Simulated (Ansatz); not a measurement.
## Resistivity from frozen vibrations: Nb(100) with 4 thermally displaced layers, 2x2

Wanted: the phonon-limited resistivity of Nb at 273 K by the Landauer route. The measured value for the pure metal at this temperature is 15.2 µΩ cm (CRC Handbook of Chemistry and Physics, 84th ed., 2003, Electrical Resistivity of Pure Metals).

Calculated with Ansatz 0.2.0; Ansatz plane-wave DFT, PBE, PAW files; ballistic transport by layer matching (Landauer), zero bias; PAW set soft_1.

Most raw output is cut from this account.

## 1. Set-up

The cell holds 56 atoms: 56 Nb. Its edges and angles: a = 6.613 Å, b = 6.613 Å, c = 23.144 Å, α = 90.0°, β = 90.0°, γ = 90.0°. It derives from Nb. Regions: lead, 40 atoms (40 Nb); scattering region, 16 atoms (16 Nb). The structure is stacked along c, and the current runs across the ab planes.

## 2. With 4 displaced layers

Each atom of 4 layers is moved at random, by amounts drawn from a normal law 0.0762 Å wide in each direction from the Debye model (275 K) at 273 K. The layers about the cell's end stay perfect and serve as the lead. Disorder leaves little or no symmetry, which makes such runs dear. Energies from -0.05 to 0.05 eV in steps of 0.05 eV are too few for the program's thermal sum, so it prints no conductance; for a metal the transmission near the Fermi level serves, at a fraction of the cost.

Contents of input.yaml:

```yaml
crystal:
  lattice:
    - [6.6126, 0.0, 0.0]
    - [0.0, 6.6126, 0.0]
    - [0.0, 0.0, 23.1441]
  atoms:
    - { symbol: Nb, position: [0.0, 0.0, 0.0357142857] }
    - { symbol: Nb, position: [0.0, 0.5, 0.0357142857] }
    - { symbol: Nb, position: [0.5, 0.0, 0.0357142857] }
    - { symbol: Nb, position: [0.5, 0.5, 0.0357142857] }
    - { symbol: Nb, position: [0.25, 0.25, 0.1071428571] }
    - { symbol: Nb, position: [0.25, 0.75, 0.1071428571] }
    - { symbol: Nb, position: [0.75, 0.25, 0.1071428571] }
    - { symbol: Nb, position: [0.75, 0.75, 0.1071428571] }
[... 44 atom lines left out ...]
    - { symbol: Nb, position: [0.25, 0.25, 0.9642857143] }
    - { symbol: Nb, position: [0.25, 0.75, 0.9642857143] }
    - { symbol: Nb, position: [0.75, 0.25, 0.9642857143] }
    - { symbol: Nb, position: [0.75, 0.75, 0.9642857143] }
kpoints:
  mp_grid: { grid: [4, 4, 1] }
hamiltonian:
  xc: pbe
  pseudopotentials: { kind: paw, azcp: { folder: soft_1 } }
scf:
  occupations: { method: fermi_dirac, width: 0.1 }
output:
  transmission: { leads: [[0, 4]], kmesh: [8, 8], e_range: [-0.05, 0.05], de: 0.05 }
  write_potential: true
  write_density: true
  volumetric_format: npy
  elf: true
```

Started as:

```console
$ ansatz run input.yaml --threads 4 --pin off --max-ram 15360MiB --backend cpu --events-out ev --progress --plain --runs-dir out
```

Elapsed: 19 min, on 4 threads of Arm Neoverse V1, shared host; peak memory 8.3 GiB; 63 min of CPU time.

This step gave:

```
free energy                                    : -254930.2151 eV
energy at zero smearing                        : -254928.8973 eV
Fermi energy                                   : 17.74 eV
cell area                                      : 43.73 Å²
transmission per spin nearest the Fermi level  : 8.305
open channels per spin nearest the Fermi level : 10.61
step of the lead's potential                   : 3.7 meV
```

Per spin. Table of transmission, zone mean by energy, zero at the Fermi level:

```csv
energy (eV),"transmission, zone mean"
-0.0500,8.76
0.0000,8.30
0.0500,8.15
```

Per spin. Table of open channels, zone mean, lead by energy, zero at the Fermi level:

```csv
energy (eV),"open channels, zone mean, lead"
-0.0500,11.4
0.0000,10.6
0.0500,10.2
```

Transmission over k1 and k2. At 0.0000 eV from the Fermi level.

Values, 8 rows by 8 columns:
```
 3.1  6.7  7.2  8.8 11.4  8.8  7.2  6.5
 6.5  7.2  7.9  9.9 11.2  9.8  8.1  6.9
 7.2  8.5  9.7  9.4  9.9  9.4  9.7  8.5
 9.1 11.5 11.5 10.0 10.4 10.0 11.5 11.5
 7.2  8.5  9.7  9.4  9.9  9.4  9.7  8.5
 6.5  6.9  8.1  9.8 11.2  9.9  7.9  7.2
 3.1  6.5  7.2  8.8 11.4  8.8  7.2  6.7
 3.9  3.2  6.3  7.3  8.9  7.3  6.3  3.2
```
Columns: k1 (b1) from -0.5 to 0.375; rows upwards: k2 (b2) from -0.5 to 0.375.

Open channels over k1 and k2. At 0.0000 eV from the Fermi level.

Ten even steps from '_' (4.0) to '@' (14.0):
```
__++++%%@@%%++++
**++**%%@@%%**++
**%%%%######%%%%
@@@@@@######@@@@
**%%%%######%%%%
**++**%%@@%%**++
__++++%%@@%%++++
____****@@****__
```
Columns: k1 (b1) from -0.5 to 0.375; rows upwards: k2 (b2) from -0.5 to 0.375.

Electrostatic potential energy in the ca plane at fractional y = 0.000, with atoms of Nb within 0.2 Å of it. With pseudopotentials it is smooth inside the atoms' cores, unlike the true potential.

Ten even steps from '0' (-55 eV) to '9' (20 eV), each cell a mean:
```
41026999841026999720026999841015899841026999
64358999964358999841147999974247999964358999
98789999998789999976679999997779999998789999
99999999999999999999999999999999999999999999
99999999999999999999999999999999999999999999
99899999999899999998899999998889999999899999
86578999986568999975568999975458999986578999
52136999852137999851136999851026999852136999
30015899730015899730015899830015899730015899
41026999841026999841026999851026999841026999
64358999964358999974458999975468999964358999
98789999998789999998889999998889999998789999
99999999999999999999999999999999999999999999
99999999999999999999999999999999999999999999
99899999999899999999999999999999999999899999
86578999986578999987789999987678999986578999
52136999852137999863358999963136999852136999
30015899730015899730027999840004899730015899
```
Columns run along c (16.0 Å, from fractional 0.15 to 0.85 of the cell; values clipped at the 3rd and 97th percentile), rows up along a (6.6 Å). Atoms in or near the plane, at fractional coordinates: Nb at (0.18, 0.00), Nb at (0.18, 0.50), Nb at (0.32, 0.00), Nb at (0.32, 0.50), Nb at (0.46, 0.97), Nb at (0.46, 0.50), Nb at (0.61, 0.99), Nb at (0.61, 0.52), Nb at (0.75, 0.00), Nb at (0.75, 0.50).

ELF in the ca plane at fractional y = 0.000, with atoms of Nb within 0.2 Å of it. It is the smooth field of the valence electrons, not physical close to the nuclei.

Ten even steps from '0' (0.17) to '9' (0.72), each cell a mean:
```
88595031188595020293393032078486022188595032
48872153148872242189982154048983144148872154
11111455311111454124421355311211355311111455
31124544542124555420024544542124544431124544
53245534553235445542246544542235544543245534
20013455420002445420013555310012455420013455
24531354124531254125641354136761255224531354
79994042169993032079894042179795033169994142
95186021185185021195185021186086021185185021
88595031188595032188794032079895031188595032
48872154148872254138862254126751253148872154
11111455311111455310101455310002454311111455
31124544542124544431124444542234444431124544
53245534553235544554445434553345434553245534
20013455420003555421124444420002455420013455
24531254124531355201101354113431354124531354
79994042169993143169961142059994143169894142
95186021185185021296693031077187021185185021
```
Columns run along c (16.0 Å, from fractional 0.15 to 0.85 of the cell), rows up along a (6.6 Å). Atoms in or near the plane, at fractional coordinates: Nb at (0.18, 0.00), Nb at (0.18, 0.50), Nb at (0.32, 0.00), Nb at (0.32, 0.50), Nb at (0.46, 0.97), Nb at (0.46, 0.50), Nb at (0.61, 0.99), Nb at (0.61, 0.52), Nb at (0.75, 0.00), Nb at (0.75, 0.50).

Valence density in the ca plane at fractional y = 0.000, with atoms of Nb within 0.2 Å of it. It is the smooth field of the valence electrons, not physical close to the nuclei.

Ten even steps from '0' (0.2 e/Å³) to '9' (5.0 e/Å³), each cell a mean:
```
49972000049972000169971000039983000049972000
14530000014530000047741000014641000014530000
00000000000000000012210000000100000000000000
00000000000000000000000000000000000000000000
00000000000000000000000000000000000000000000
00000000000000000000000000000000000000000000
02210000002210000002310000013420000002210000
37851000037851000037851000038972000037851000
59982000059982000059982000059993000059982000
49972000049972000049972000038972000049972000
14530000014530000013420000012320000014530000
00000000000000000000000000000000000000000000
00000000000000000000000000000000000000000000
00000000000000000000000000000000000000000000
00000000000000000000000000000000000000000000
02210000002210000000000000001210000002210000
37851000037851000025520000026751000037851000
59982000059982000159961000049993000059982000
```
Columns run along c (16.0 Å, from fractional 0.15 to 0.85 of the cell), rows up along a (6.6 Å). Atoms in or near the plane, at fractional coordinates: Nb at (0.18, 0.00), Nb at (0.18, 0.50), Nb at (0.32, 0.00), Nb at (0.32, 0.50), Nb at (0.46, 0.97), Nb at (0.46, 0.50), Nb at (0.61, 0.99), Nb at (0.61, 0.52), Nb at (0.75, 0.00), Nb at (0.75, 0.50).

Over the solved energies the transmission per spin lies between 8.15 and 8.76, out of 10.7 channels of the lead on average (up to 11.4).

## 3. With 8 displaced layers

Each atom of 8 layers is moved at random, by amounts drawn from a normal law 0.0762 Å wide in each direction from the Debye model (275 K) at 273 K. A fresh draw is used; the growth of the resistance with length is what counts.

System of this step: Nb(100) with 8 thermally displaced layers, 2x2. The cell holds 72 atoms: 72 Nb. Its edges and angles: a = 6.613 Å, b = 6.613 Å, c = 29.757 Å, α = 90.0°, β = 90.0°, γ = 90.0°. It derives from Nb. Regions: lead, 40 atoms (40 Nb); scattering region, 32 atoms (32 Nb). The structure is stacked along c, and the current runs across the ab planes.

Contents of input.yaml:

```yaml
crystal:
  lattice:
    - [6.6126, 0.0, 0.0]
    - [0.0, 6.6126, 0.0]
    - [0.0, 0.0, 29.7567]
  atoms:
    - { symbol: Nb, position: [0.0, 0.0, 0.0277777778] }
    - { symbol: Nb, position: [0.0, 0.5, 0.0277777778] }
    - { symbol: Nb, position: [0.5, 0.0, 0.0277777778] }
    - { symbol: Nb, position: [0.5, 0.5, 0.0277777778] }
    - { symbol: Nb, position: [0.25, 0.25, 0.0833333333] }
    - { symbol: Nb, position: [0.25, 0.75, 0.0833333333] }
    - { symbol: Nb, position: [0.75, 0.25, 0.0833333333] }
    - { symbol: Nb, position: [0.75, 0.75, 0.0833333333] }
[... 60 atom lines left out ...]
    - { symbol: Nb, position: [0.25, 0.25, 0.9722222222] }
    - { symbol: Nb, position: [0.25, 0.75, 0.9722222222] }
    - { symbol: Nb, position: [0.75, 0.25, 0.9722222222] }
    - { symbol: Nb, position: [0.75, 0.75, 0.9722222222] }
kpoints:
  mp_grid: { grid: [4, 4, 1] }
hamiltonian:
  xc: pbe
  pseudopotentials: { kind: paw, azcp: { folder: soft_1 } }
scf:
  occupations: { method: fermi_dirac, width: 0.1 }
output:
  transmission: { leads: [[0, 4]], kmesh: [8, 8], e_range: [-0.05, 0.05], de: 0.05 }
  write_potential: true
  write_density: true
  volumetric_format: npy
```

Run time: 27 min. Hardware: 4 threads; peak memory 8.2 GiB.

Numbers from this step:

```
free energy                                   : -327766.3969 eV
energy at zero smearing                       : -327764.7017 eV
Fermi energy                                  : 17.76 eV
transmission per spin nearest the Fermi level : 6.693
step of the lead's potential                  : 2 meV
```

Per spin. Transmission, zone mean against energy, zero at the Fermi level:

```csv
energy (eV),"transmission, zone mean"
-0.0500,7.03
0.0000,6.69
0.0500,6.59
```

Over the solved energies the transmission per spin lies between 6.59 and 7.03, out of 10.7 channels of the lead on average (up to 11.4).

## 4. With 12 displaced layers

Each atom of 12 layers is moved at random, by amounts drawn from a normal law 0.0762 Å wide in each direction from the Debye model (275 K) at 273 K. A fresh draw is used; the growth of the resistance with length is what counts.

System of this step: Nb(100) with 12 thermally displaced layers, 2x2. The cell holds 88 atoms: 88 Nb. Cell: a = 6.613 Å, b = 6.613 Å, c = 36.369 Å, α = 90.0°, β = 90.0°, γ = 90.0°. It derives from Nb. Regions: lead, 40 atoms (40 Nb); scattering region, 48 atoms (48 Nb). The structure is stacked along c, and the current runs across the ab planes.

Contents of input.yaml:

```yaml
crystal:
  lattice:
    - [6.6126, 0.0, 0.0]
    - [0.0, 6.6126, 0.0]
    - [0.0, 0.0, 36.3693]
  atoms:
    - { symbol: Nb, position: [0.0, 0.0, 0.0227272727] }
    - { symbol: Nb, position: [0.0, 0.5, 0.0227272727] }
    - { symbol: Nb, position: [0.5, 0.0, 0.0227272727] }
    - { symbol: Nb, position: [0.5, 0.5, 0.0227272727] }
    - { symbol: Nb, position: [0.25, 0.25, 0.0681818182] }
    - { symbol: Nb, position: [0.25, 0.75, 0.0681818182] }
    - { symbol: Nb, position: [0.75, 0.25, 0.0681818182] }
    - { symbol: Nb, position: [0.75, 0.75, 0.0681818182] }
[... 76 atom lines left out ...]
    - { symbol: Nb, position: [0.25, 0.25, 0.9772727273] }
    - { symbol: Nb, position: [0.25, 0.75, 0.9772727273] }
    - { symbol: Nb, position: [0.75, 0.25, 0.9772727273] }
    - { symbol: Nb, position: [0.75, 0.75, 0.9772727273] }
kpoints:
  mp_grid: { grid: [4, 4, 1] }
hamiltonian:
  xc: pbe
  pseudopotentials: { kind: paw, azcp: { folder: soft_1 } }
scf:
  occupations: { method: fermi_dirac, width: 0.1 }
output:
  transmission: { leads: [[0, 4]], kmesh: [8, 8], e_range: [-0.05, 0.05], de: 0.05 }
  write_potential: true
  write_density: true
  volumetric_format: npy
```

Wall time 36 min (4 threads); peak memory 8.6 GiB.

This step gave:

- free energy: -400601.7850 eV
- energy at zero smearing: -400599.7380 eV
- Fermi energy: 17.77 eV
- transmission per spin nearest the Fermi level: 5.470
- step of the lead's potential: 4 meV

Per spin. Transmission, zone mean against energy, zero at the Fermi level:

```csv
energy (eV),"transmission, zone mean"
-0.0500,5.68
0.0000,5.47
0.0500,5.43
```

Over the solved energies the transmission per spin lies between 5.43 and 5.68, out of 10.7 channels of the lead on average (up to 11.4).

## 5. The fit

This step: Ansatz plane-wave DFT, PBE, PAW files; ballistic transport by layer matching (Landauer), zero bias; resistivity from the slope of the area resistance; PAW set soft_1 (Ansatz 0.2.0).

This step gave:

```
resistivity           : 26.46 µΩ cm
intercept             : -0.03362 fΩ m²
scatter about the fit : 0.006175 fΩ m²
```

Resistance, by row:

```csv
run,length (Å),T,channels N,RA (fΩ m²)
n4,6.613,8.405,10.73,0.1457
n8,13.23,6.772,10.73,0.3076
n12,19.84,5.525,10.73,0.4957
```

Area resistance against length of the displaced region:

```csv
length of the displaced region (Å),area resistance (fΩ m²)
6.61,0.146
13.23,0.308
19.84,0.496
```

The area resistance goes from 0.15 to 0.50 fΩ m² between 6.6 and 19.8 Å, a slope of 26 µΩ cm.

By hand from the end points: (0.4957 − 0.1457) fΩ m² / (19.84 − 6.61) Å = 26 µΩ cm, since 1 fΩ m² per Å is 1000 µΩ cm.

## 6. Outcome

| Property | Result |
| --- | --- |
| resistivity from the slope | 26.5 µΩ cm |
| area resistance over 6.61 Å | 0.146 fΩ m² |
| area resistance over 13.2 Å | 0.308 fΩ m² |
| area resistance over 19.8 Å | 0.496 fΩ m² |

What this shows: The slope gives 26 µΩ cm. The points scatter by 0.0062 fΩ m² about the line, with one random draw a length in a 2x2 cell, so the slope is a rough value. The mean square of the displacements drawn is 0.78, 0.99 and 1.2 of the nominal one at the three lengths; with each resistance scaled back by that, the slope is 18 µΩ cm, the value used below. Read with a model of isotropic scattering on a spherical Fermi surface and the lead's 1.9×10¹⁵ S/m², this slope means a mean free path near 23 Å; over these lengths the model's slope is 1.05 times its bulk resistivity, which would be 17 µΩ cm. Uncorrelated displacements put too much weight on short waves, which scatter strongly; with the sideways repeat of a small cell, one draw and three short lengths, the method is good to a factor of two or three. The measured value is 15.2 µΩ cm (CRC Handbook of Chemistry and Physics, 84th ed., 2003, Electrical Resistivity of Pure Metals); the scaled slope is 1.2 times that and the corrected value 1.1: fair for so small a cell.

[Logs are printed without paths, hosts, clocks, repeated set-up lines and the standing remarks that a program may print on its own settings, such as how far it seeks lower states.]

[Hosts, paths, dates, database ids (printed as entryN), source tags and the programs' standing remarks are cut or masked in the printed files.]
